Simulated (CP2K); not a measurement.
Runs of CP2K 2026.2 on CdTe. The structure is cubic, space group F-43m (No. 216). Conventional cell: a = 6.410 Å, b = 6.410 Å, c = 6.410 Å, α = 90.00°, β = 90.00°, γ = 90.00°. Te (site symmetry -43m) has 4 Cd at 2.78 Å as nearest neighbours. Around Cd (site symmetry -43m) lie 4 Te at 2.78 Å. 

```tsv
level	gap on the mesh (eV)	pressure (GPa)
LDA	0.61	1.9
revPBE	0.97	(b)
PBEsol	0.73	2.9
TPSS	0.96	4.4
BLYP	(a)	(c)
```

Alike in all rows: task single point; potentials or basis POTENTIAL_UZH Te GTH-PBE-q6, Cd GTH-PBE-q12; TZVP-MOLOPT-PBE-GTH basis; no spin polarisation; cell as given; k mesh 7 × 7 × 7; smearing fermi-dirac 0.05 eV.

Problem. Estimate the missing entries.

Solution. (a) 0.89; (b) 5.8; (c) 7.6.

Caveats: the potentials were made for another functional, which shifts forces and pressure; spin-orbit coupling is left out, which moves the levels of the heavy elements; the basis of atomic orbitals isn't converged, which shifts pressures, moduli and gaps.

A k mesh can miss the band edges, and the runs leave out spin-orbit coupling on Cd, Te.

Runs at the PBE level aren't shown here.
